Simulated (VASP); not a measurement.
# Ag (P6_3/mmc) in VASP: further runs

The runs below take Ag through equation of state, with r2SCAN.

All numbers are computed with VASP 6.6.1; they aren't measurements. Logs are shortened: lines on timing, memory, paths and dates and some standing lists are left out, and cuts for length are marked.

## 1. Starting point

Symmetry: P6_3/mmc, No. 194, hexagonal system. Conventional cell: a = 2.925 Å, b = 2.925 Å, c = 4.698 Å, α = 90.00°, β = 90.00°, γ = 120.00°. Around Ag (site symmetry -6m2) lie 12 Ag at 2.89 to 2.92 Å.

This isn't the form of Ag at room conditions, which is fcc.

## 2. Equation of state, r2SCAN, 16.71 Å³/atom (a relaxed cell with its volume scaled by 0.96)

File INCAR:

```
SYSTEM = Ag
PREC = Accurate
ENCUT = 520
EDIFF = 1E-6
ISMEAR = -1
SIGMA = 0.05
LREAL = .False.
LASPH = .True.
NELM = 100
ALGO = Normal
ISIF = 2
LWAVE = .False.
LCHARG = .False.
METAGGA = R2SCAN
LMIXTAU = .True.
```

File KPOINTS:

```
Automatic mesh
0
Gamma
  8 8 6
  0 0 0
```

File POSCAR:

```
Ag                                      
1.0
    2.8851362451      0.0000000000      0.0000000000
   -1.4425681226      2.4986012817     -0.0000000000
    0.0000000000     -0.0000000000      4.6349343014
  Ag            
     2
Direct
     0.6666666667000030    0.3333333332999970    0.7500000000000000
     0.3333333332999970    0.6666666667000030    0.2500000000000000
```

Potentials or basis: VASP PAW PBE potentials, release 64 (Ag).

Started as:

```
$ cat potpaw_PBE.64/Ag/POTCAR > POTCAR
$ mpirun -np 1 vasp_std > vasp.out
```

OUTCAR:

```text
SYSTEM = Ag
   PREC = Accurate
   ENCUT = 520
   EDIFF = 1E-6
   ISMEAR = -1
   LREAL = .False.
   LASPH = .True.
   NELM = 100
   ISIF = 2
   METAGGA = R2SCAN

 ion  position               nearest neighbor table
   1  0.667  0.333  0.750-   2 2.85   2 2.85   2 2.85   2 2.85   2 2.85   2 2.85
   2  0.333  0.667  0.250-   1 2.85   1 2.85   1 2.85   1 2.85   1 2.85   1 2.85

  LATTYP: Found a hexagonal cell.
 ALAT       =     2.8851362451
 C/A-ratio  =     1.6064871492

  Lattice vectors:

 A1 = (   2.8851362451,   0.0000000000,   0.0000000000)
 A2 = (  -1.4425681226,   2.4986012817,   0.0000000000)
 A3 = (   0.0000000000,   0.0000000000,   4.6349343014)

Analysis of symmetry for initial positions (statically):
=====================================================================
 Subroutine PRICEL returns:
 Original cell was already a primitive cell.

 Routine SETGRP: Setting up the symmetry group for a
 hexagonal supercell.

 Subroutine GETGRP returns: Found 24 space group operations
 (whereof 12 operations were pure point group operations)
 out of a pool of 24 trial point group operations.

The static configuration has the point symmetry D_3d.
 The point group associated with its full space group is D_6h.

Analysis of symmetry for dynamics (positions and initial velocities):
=====================================================================
 Subroutine PRICEL returns:
 Original cell was already a primitive cell.

 Routine SETGRP: Setting up the symmetry group for a
 hexagonal supercell.

 Subroutine GETGRP returns: Found 24 space group operations
 (whereof 12 operations were pure point group operations)
 out of a pool of 24 trial point group operations.

The dynamic configuration has the point symmetry D_3d.
 The point group associated with its full space group is D_6h.

 Subroutine INISYM returns: Found 24 space group operations
 (whereof 12 operations are pure point group operations),
 and found     1 'primitive' translations

----------------------------------------------------------------------------------------

                                     Primitive cell

  volume of cell :      33.4123

  direct lattice vectors                    reciprocal lattice vectors
     2.885136245  0.000000000  0.000000000     0.346604082  0.200111960  0.000000000
    -1.442568123  2.498601282  0.000000000     0.000000000  0.400223920  0.000000000
     0.000000000  0.000000000  4.634934301     0.000000000  0.000000000  0.215752788

  length of vectors
     2.885136245  2.885136245  4.634934301     0.400223920  0.400223920  0.215752788

  position of ions in fractional coordinates (direct lattice)
     0.666666667  0.333333333  0.750000000
     0.333333333  0.666666667  0.250000000

  ion indices of the primitive-cell ions
   primitive index   ion index
                 1           1
                 2           2

----------------------------------------------------------------------------------------

 KPOINTS: Automatic mesh

Automatic generation of k-mesh.
 Grid dimensions read from file:
 generate k-points for:    8    8    6

 Generating k-lattice:

  Cartesian coordinates                     Fractional coordinates (reciprocal lattice)
     0.043325510  0.025013995  0.000000000     0.125000000  0.000000000  0.000000000
     0.000000000  0.050027990  0.000000000     0.000000000  0.125000000  0.000000000
     0.000000000  0.000000000  0.035958798     0.000000000  0.000000000  0.166666667

  Length of vectors
     0.050027990  0.050027990  0.035958798

  Shift w.r.t. Gamma in fractional coordinates (k-lattice)
     0.000000000  0.000000000  0.000000000

 Subroutine IBZKPT returns following result:
 ===========================================

 Found     40 irreducible k-points:

 Following reciprocal coordinates:
            Coordinates               Weight
  0.000000  0.000000  0.000000      1.000000
  0.125000  0.000000  0.000000      6.000000
  0.250000  0.000000  0.000000      6.000000
  0.375000 -0.000000  0.000000      6.000000
  0.500000  0.000000  0.000000      3.000000
  0.125000  0.125000  0.000000      6.000000
[... 16 lines left out ...]
  0.250000  0.000000  0.333333     12.000000
  0.375000 -0.000000  0.333333     12.000000
 [... further k-points ...]
   k-points           NKPTS =     40   k-points in BZ     NKDIM =     40   number of bands    NBANDS=     15
   number of dos      NEDOS =    301   number of ions     NIONS =      2
   total plane-waves  NPLWV =  20736
   dimension x,y,z NGX =    24 NGY =   24 NGZ =   36
   dimension x,y,z NGXF=    48 NGYF=   48 NGZF=   72
   ions per type =               2
   NGX,Y,Z   is equivalent  to a cutoff of  13.83, 13.83, 12.91 a.u.
   NGXF,Y,Z  is equivalent  to a cutoff of  27.66, 27.66, 25.82 a.u.
 SYSTEM =  Ag
   PREC   = accura    normal or accurate (medium, high low for compatibility)
   ISTART =      0    job   : 0-new  1-cont  2-samecut
   ICHARG =      2    charge: 1-file 2-atom 10-const
   ISPIN  =      1    spin polarized calculation?
   LNONCOLLINEAR =      F non collinear calculations
   LSORBIT =      F    spin-orbit coupling
   LASPH  =      T    aspherical Exc in radial PAW
   ENCUT  =  520.0 eV  38.22 Ry    6.18 a.u.   5.36  5.36  8.62*2*pi/ulx,y,z
   NELM   =    100;   NELMIN=  2; NELMDL= -5     # of ELM steps
   EDIFF  = 0.1E-05   stopping-criterion for ELM
   LREAL  =      F    real-space projection
   EDIFFG = 0.1E-04   stopping-criterion for IOM
   NSW    =      0    number of steps for IOM
   IBRION =     -1    ionic relax: 0-MD 1-quasi-New 2-CG
   NFREE  =      0    steps in history (QN), initial steepest desc. (CG)
   ISIF   =      2    stress and relaxation
   ISYM   =      2    0-nonsym 1-usesym 2-fastsym
   POTIM  = 0.5000    time-step for ionic-motion
   TEBEG  =    0.0;   TEEND  =   0.0 temperature during run
   PSTRESS=    0.0 pullay stress
   NELECT =      22.0000    total number of electrons
   NUPDOWN=      -1.0000    fix difference up-down
   EMIN   =  10.00;   EMAX   =-10.00  energy-range for DOS
   EFERMI =   0.00;   METHOD = LEGACY
   ISMEAR =    -1;   SIGMA  =   0.05  broadening in eV -4-tet -1-fermi 0-gaus
   EFERMI_NEDOS =   21; number of points for ismear=-14 and -15
   IALGO  =     38    algorithm
   IMIX   =      4    mixing-type and parameters
     AMIX     =   0.40;   BMIX     =  1.00
     AMIX_MAG =   1.60;   BMIX_MAG =  1.00
  volume/ion in A,a.u.               =      16.71       112.74
  Fermi-wavevector in a.u.,A,eV,Ry     =   1.424230  2.691404 27.598477  2.028431
  Thomas-Fermi vector in A             =   2.544743
   LORBIT       =      0    0 simple, 1 ext, 2 COOP (PROOUT), +10 PAW based schemes
   METAGGA = R2SCAN    functional components
   LHFCALC =     F    Hartree Fock is set to
   AEXX    =    0.0000 exact exchange contribution
   IVDW    =     0    specifies the selected vdW correction
   LEPSILON=     F    determine dielectric tensor
   LRPA    =     F    only Hartree local field effects (RPA)
 non-spin polarized calculation
  energy-cutoff  :      520.00
  volume of cell :       33.41
 maximum number of plane-waves:       923
 NGX is ok and might be reduce to    24
   NGX = 11   NGY = 11   NGZ = 17

 number of electron      21.9999996 magnetization

 Free energy of the ion-electron system (eV)
  ---------------------------------------------------
  ext. energy  EPLUGINS =         0.00000000
  ---------------------------------------------------
  free energy    TOTEN  =       -42.66647977 eV

  energy without entropy =      -42.65874711  energy(sigma->0) =      -42.66261344

 E-fermi :   8.7336     XC(G=0): -13.1062

 val. band max:        8.7244333453   @ k =   0.2500   0.2500   0.3333
 cond. band min:       8.7580243586   @ k =   0.3750   0.1250   0.3333
 fundamental gap:      0.0335910133
 Fermi energy:         8.7335735234

 k-point     1 :       0.0000    0.0000    0.0000
  band No.  band energies     occupation
      1       0.6028      2.00000
      2       1.8664      2.00000
      3       3.5732      2.00000
      4       3.6015      2.00000
      5       3.6015      2.00000
      6       3.8707      2.00000
      7       3.8707      2.00000
      8       4.1555      2.00000
      9       4.1555      2.00000
     10       5.2940      2.00000
     11       5.2940      2.00000
     12       8.4545      1.99249
     13      12.7798      0.00000
     14      24.9442      0.00000
     15      27.3762      0.00000

 k-point     2 :       0.1250    0.0000    0.0000
  band No.  band energies     occupation
      1       1.0387      2.00000
      2       2.0956      2.00000
      3       3.3050      2.00000
      4       3.7665      2.00000
      5       3.8355      2.00000
      6       3.9116      2.00000
      7       3.9164      2.00000
      8       4.0224      2.00000
      9       4.0817      2.00000
     10       4.7159      2.00000
     11       5.3527      2.00000
     12       9.6072      0.00000
     13      12.8822      0.00000
     14      23.0814      0.00000
     15      25.3625      0.00000

 k-point     3 :       0.2500    0.0000    0.0000
  band No.  band energies     occupation
      1       1.9936      2.00000
      2       2.3265      2.00000
      3       3.1577      2.00000
      4       3.3220      2.00000
      5       3.7288      2.00000
      6       3.7498      2.00000
      7       4.2208      2.00000
      8       4.4416      2.00000
      9       4.5740      2.00000
     10       4.6273      2.00000
     11       5.4478      2.00000
     12      11.8942      0.00000
     13      13.3126      0.00000
     14      18.3714      0.00000
     15      22.5833      0.00000
[... 343 lines left out ...]
 k-point    23 :       0.2500    0.0000    0.3333
  band No.  band energies     occupation
      1       2.2217      2.00000
      2       2.6377      2.00000
      3       2.9278      2.00000
      4       3.2624      2.00000
      5       3.7058      2.00000
      6       3.9167      2.00000
      7       4.2902      2.00000
      8       4.3479      2.00000
      9       4.7252      2.00000
     10       5.1788      2.00000
     11       5.2222      2.00000
     12       7.9235      2.00000
     13      18.5458      0.00000
     14      19.3246      0.00000
     15      21.8095      0.00000

 k-point    24 :       0.3750   -0.0000    0.3333
  band No.  band energies     occupation
      1       1.9662      2.00000
      2       2.2880      2.00000
      3       2.7532      2.00000
      4       2.9819      2.00000
      5       3.9067      2.00000
      6       4.3626      2.00000
      7       4.7825      2.00000
      8       5.1937      2.00000
      9       5.2734      2.00000
     10       5.3704      2.00000
     11       6.6854      2.00000
     12       9.6384      0.00000
     13      15.0543      0.00000
     14      17.2117      0.00000
     15      20.6934      0.00000

 [... further k-points ...]

------------------------ aborting loop because EDIFF is reached ----------------------------------------

  FORCE on cell =-STRESS in cart. coord.  units (eV):
  Direction    XX          YY          ZZ          XY          YZ          ZX
  --------------------------------------------------------------------------------------
  -------------------------------------------------------------------------------------
  Total        0.9540844      0.9540844      1.0283673     -0.0000000      0.0000000      0.0000000
  in kB       45.7499403     45.7499403     49.3119256     -0.0000000      0.0000000      0.0000000
  external PRESSURE =      46.9372687 kB  Pullay stress =       0.0000000 kB

 VOLUME and BASIS-vectors are now :
 -----------------------------------------------------------------------------
  energy-cutoff  :      520.00
  volume of cell :       33.41
      direct lattice vectors                 reciprocal lattice vectors
     2.885136245  0.000000000  0.000000000     0.346604082  0.200111960  0.000000000
    -1.442568123  2.498601282  0.000000000     0.000000000  0.400223920  0.000000000
     0.000000000  0.000000000  4.634934301     0.000000000  0.000000000  0.215752788

 POSITION                                       TOTAL-FORCE (eV/Angst)
 -----------------------------------------------------------------------------------
      1.44257      0.83287      3.47620         0.000000     -0.000000      0.000000
     -0.00000      1.66573      1.15873        -0.000000      0.000000      0.000000
 -----------------------------------------------------------------------------------
    total drift:                                0.000000     -0.000000      0.000000

  FREE ENERGIE OF THE ION-ELECTRON SYSTEM (eV)
  ---------------------------------------------------
  free  energy   TOTEN  =       -42.6664797674 eV

  energy  without entropy=      -42.6587471083  energy(sigma->0) =      -42.66261344
```

It took 50 s on 1 thread of Intel Xeon Platinum 8488C (Sapphire Rapids), shared host; peak memory 0.16 GiB.

What came out:

```
Free energy            : -42.6665 eV
Pressure               : 4.7 GPa
Band gap on the k mesh : none (metal or under the smearing width)
```

Caveat: the PAW data sets were made with another functional, which shifts forces and pressure a little.

## 3. Equation of state, r2SCAN, 17.05 Å³/atom (a relaxed cell with its volume scaled by 0.98)

INCAR is that of step 2.

KPOINTS is that of step 2.

File POSCAR:

```
Ag                                      
1.0
    2.9050343653      0.0000000000      0.0000000000
   -1.4525171826      2.5158335592     -0.0000000000
    0.0000000000     -0.0000000000      4.6669003757
  Ag            
     2
Direct
     0.6666666667000030    0.3333333332999970    0.7500000000000000
     0.3333333332999970    0.6666666667000030    0.2500000000000000
```

Potentials or basis: VASP PAW PBE potentials, release 64 (Ag).

Started as:

```
$ cat potpaw_PBE.64/Ag/POTCAR > POTCAR
$ mpirun -np 1 vasp_std > vasp.out
```

Wall time 53 s (1 thread of Intel Xeon Platinum 8488C (Sapphire Rapids), shared host); peak memory 0.16 GiB.

The run converged. Its results:

```
Free energy            : -42.6816 eV
Pressure               : 2.2 GPa
Band gap on the k mesh : none (metal or under the smearing width)
```

Caveat: the PAW data sets were made with another functional, which shifts forces and pressure a little.

## 4. Equation of state, r2SCAN, 17.40 Å³/atom

INCAR is that of step 3.

KPOINTS is that of step 3.

File POSCAR:

```
Ag                                      
1.0
    2.9246635713      0.0000000000      0.0000000000
   -1.4623317856      2.5328329502     -0.0000000000
    0.0000000000     -0.0000000000      4.6984344429
  Ag            
     2
Direct
     0.6666666667000030    0.3333333332999970    0.7500000000000000
     0.3333333332999970    0.6666666667000030    0.2500000000000000
```

Started as:

```
$ cat potpaw_PBE.64/Ag/POTCAR > POTCAR
$ mpirun -np 1 vasp_std > vasp.out
```

Run time: 56 s. Hardware: 1 thread of Intel Xeon Platinum 8488C (Sapphire Rapids), shared host; peak memory 0.16 GiB.

Results (log left out):

* Free energy: -42.6866 eV
* Pressure: 0.0 GPa
* Band gap on the k mesh: none (metal or under the smearing width)

Caveat: the PAW data sets were made with another functional, which shifts forces and pressure a little.

## 5. Equation of state, r2SCAN, 17.75 Å³/atom (a relaxed cell with its volume scaled by 1.02)

INCAR is that of step 4.

KPOINTS is that of step 4.

File POSCAR:

```
Ag                                      
1.0
    2.9440327687      0.0000000000      0.0000000000
   -1.4720163843      2.5496071672     -0.0000000000
    0.0000000000     -0.0000000000      4.7295508096
  Ag            
     2
Direct
     0.6666666667000030    0.3333333332999970    0.7500000000000000
     0.3333333332999970    0.6666666667000030    0.2500000000000000
```

Started as:

```
$ cat potpaw_PBE.64/Ag/POTCAR > POTCAR
$ mpirun -np 1 vasp_std > vasp.out
```

Wall time 54 s (1 thread of Intel Xeon Platinum 8488C (Sapphire Rapids), shared host); peak memory 0.16 GiB.

Results (log left out):

```
Free energy            : -42.6826 eV
Pressure               : -1.9 GPa
Band gap on the k mesh : none (metal or under the smearing width)
```

Caveat: the PAW data sets were made with another functional, which shifts forces and pressure a little.

## 6. Equation of state, r2SCAN, 18.10 Å³/atom (a relaxed cell with its volume scaled by 1.04)

INCAR is that of step 5.

KPOINTS is that of step 5.

File POSCAR:

```
Ag                                      
1.0
    2.9631504002      0.0000000000      0.0000000000
   -1.4815752001      2.5661635218     -0.0000000000
    0.0000000000     -0.0000000000      4.7602630391
  Ag            
     2
Direct
     0.6666666667000030    0.3333333332999970    0.7500000000000000
     0.3333333332999970    0.6666666667000030    0.2500000000000000
```

Potentials or basis: VASP PAW PBE potentials, release 64 (Ag).

Started as:

```
$ cat potpaw_PBE.64/Ag/POTCAR > POTCAR
$ mpirun -np 1 vasp_std > vasp.out
```

Wall time 61 s (1 thread of Intel Xeon Platinum 8488C (Sapphire Rapids), shared host); peak memory 0.16 GiB.

The run converged. Its results:

* Free energy: -42.6708 eV
* Pressure: -3.6 GPa
* Band gap on the k mesh: none (metal or under the smearing width)

Caveat: the PAW data sets were made with another functional, which shifts forces and pressure a little.

## 7. Equation of state, r2SCAN

No new run: the results of the series are fitted here.

What came out:

| Item | Value |
| --- | --- |
| Equilibrium volume | 17.41 Å³/atom |
| Bulk modulus at fixed shape and positions | 102 GPa |
| Pressure derivative of the bulk modulus | 5.7 (rough: it moves with the points fitted) |

Energy against volume, from the lowest point:
```tsv
volume (Å³/atom)	energy (meV/atom)
16.706	10.04
17.054	2.47
17.402	0.00
17.750	2.00
18.098	7.89
```

Caveat: the cell was scaled at fixed shape and fractional positions, which overstates the stiffness of a crystal with free parameters, most of all of layers and chains; the PAW data sets were made with another functional, which shifts forces and pressure a little.
